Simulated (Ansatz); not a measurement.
Random displacements in SnO2

Theory: Ansatz 0.2.0, DFT r2SCAN, scalar-relativistic, plane waves, PAW. Settings: plane waves to 500 eV, k-mesh 10×10×10 (Γ-centred), Gaussian smearing 0.05 eV. No spin polarisation. Energies are free energies at this smearing, counted from the undisturbed cell; pressure is positive in compression.

The starting cell (as given, not relaxed at this level; this form isn't the usual structure):

```
Sn O
1.0
    -2.00007    2.00007    5.12368
     2.00007   -2.00007    5.12368
     2.00007    2.00007   -5.12368
Sn O
2 4
Direct
  0.75000 0.25000 0.50000
  0.00000 0.00000 0.00000
  0.79652 0.79652 0.00000
  0.95348 0.45348 0.50000
  0.20348 0.20348 0.00000
  0.54652 0.04652 0.50000
```

After a displacement of all atoms with no net shift, the run gives ΔE = 35.1 meV/atom; stress (xx, yy, zz, yz, xz, xy; compression positive) (2.36, -1.56, 2.20, -1.04, -0.91, 0.06) GPa; gap on the mesh 2.26 eV.

| atom | Fx (eV/Å) | Fy | Fz |
| --- | --- | --- | --- |
| Sn1 | 0.884 | 1.072 | -0.704 |
| Sn2 | -0.644 | -0.035 | 1.586 |
| O3 | -1.329 | -0.001 | -1.269 |
| O4 | 1.078 | -0.163 | 0.424 |
| O5 | 0.137 | -1.882 | -0.357 |
| O6 | -0.125 | 1.009 | 0.319 |

Q: Which displacements (Å, in the unstrained cell) and strain were applied?

A:
```
atom ux uy uz
 Sn1  -0.03  -0.01   0.01
 Sn2   0.02  -0.04  -0.04
  O3   0.03   0.03   0.06
  O4  -0.02   0.01  -0.02
  O5  -0.04   0.06   0.01
  O6   0.04  -0.05  -0.01
```
The cell is not strained.

Cost: 1 run of about 4.7 core-minutes, on Arm Neoverse V1 (shared hosts).